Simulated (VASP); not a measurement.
## Se: single point with PBE

Crystal: Se.

```
Se
1.0
    -1.69546    1.93951    1.69546
     1.69171   -1.73510    1.48730
     1.49105    1.53068   -1.49105
Se
1
Direct
  0.00000 0.00000 0.00000
```

The cell isn't the ideal one: strained and moved within a subgroup.

```json
{
 "Program": "VASP 6.6.1",
 "Task": "single point",
 "Functional": "PBE",
 "Potentials or basis": "VASP PAW PBE potentials, release 64 (Se)",
 "Cutoff": "520 eV",
 "k mesh": "16 × 16 × 16",
 "Occupations": "gaussian, width 0.1 eV",
 "Spin": "no spin polarisation",
 "Dipole correction": "no",
 "Further INCAR settings": "ALGO = Fast; EDIFF = 1e-06; NBANDS = 9"
}
```

```yaml
Pressure: 18.1 GPa
Band_gap_on_the_k_mesh: none (metal or under the smearing width)
```

Stress tensor (GPa, compression positive):
```
20.03 -0.41 -5.88
-0.41 14.23  0.41
-5.88  0.41 20.03
```

Levels at points of the mesh, in eV from the Fermi level:
```csv
k point,band 1,band 2,band 3,band 4,band 5,band 6,band 7,band 8
"(0.00, 0.00, 0.00)",-17.70,2.21,3.31,5.62,10.05,10.67,14.18,15.67
"(0.50, 0.00, 0.00)",-14.34,-8.17,1.01,4.30,7.60,10.31,18.89,19.41
"(0.00, 0.50, 0.00)",-13.12,-7.78,-1.78,3.60,4.61,9.53,20.56,21.50
"(0.00, 0.00, 0.50)",-12.26,-7.97,-0.63,2.82,6.12,9.19,15.59,15.82
"(0.50, 0.00, 0.50)",-12.64,-8.00,-0.11,1.90,6.52,7.29,19.92,20.97
"(0.50, 0.50, 0.50)",-9.85,-5.47,-3.09,-2.66,3.34,3.81,20.38,20.55
```

It took 82 s on 1 thread of AMD EPYC 7R13 Processor (Zen 3), on a shared host, peak memory 0.24 GiB.

Caveat: so large a pressure means that the cell lies far from this level's equilibrium, or that cutoff or potentials fall short.
